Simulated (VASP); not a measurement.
# Mo: relaxation of the atoms with PBE+D3(BJ)

Mo:

```
Mo
1.0
    -1.56575    1.56575    1.56575
     1.56575   -1.56575    1.56575
     1.56575    1.56575   -1.56575
Mo
1
Direct
  0.00000 0.00000 0.00000
```

```yaml
Program: VASP 6.6.1
Task: relaxation of the atoms
Functional: PBE
Dispersion: D3(BJ)
Potentials_or_basis: VASP PAW PBE potentials, release 64 (Mo_sv)
Cutoff: 600 eV
k_mesh: 16 × 16 × 16
Occupations: methfessel-paxton, width 0.1 eV
Spin: no spin polarisation
Further_INCAR_settings: ALGO = Fast; EDIFF = 1e-07; IBRION = 2; EDIFFG = -0.01; NSW = 40
```

| Property | Result |
| --- | --- |
| Pressure after relaxing | 0.0 GPa |
| Band gap on the k mesh | none (metal or under the smearing width) |
| Dispersion energy per atom | -0.727 eV |

Final structure:
```yaml
crystal:
  lattice:
    - [-1.56575, 1.56575, 1.56575]
    - [1.56575, -1.56575, 1.56575]
    - [1.56575, 1.56575, -1.56575]
  atoms:
    - { symbol: Mo, position: [0.00000, 0.00000, 0.00000] }
```

Levels at points of the mesh, in eV from the Fermi level:
```tsv
k point	band 5	band 6	band 7	band 8	band 9	band 10
(0.00, 0.00, 0.00)	-7.31	-1.41	-1.41	-1.41	1.68	1.68
(0.50, 0.00, 0.00)	-5.45	-3.50	1.68	1.72	2.37	4.86
(0.50, 0.50, 0.50)	-5.59	-5.59	4.07	4.07	4.07	9.19
```

It took 20 s on 1 thread of Intel(R) Xeon(R) Platinum 8488C (Sapphire Rapids) (shared host), peak memory 0.17 GiB.

Caveat: the relaxation stopped at its first step, so nothing moved; pairwise dispersion overbinds metals, which lowers pressure and volume.
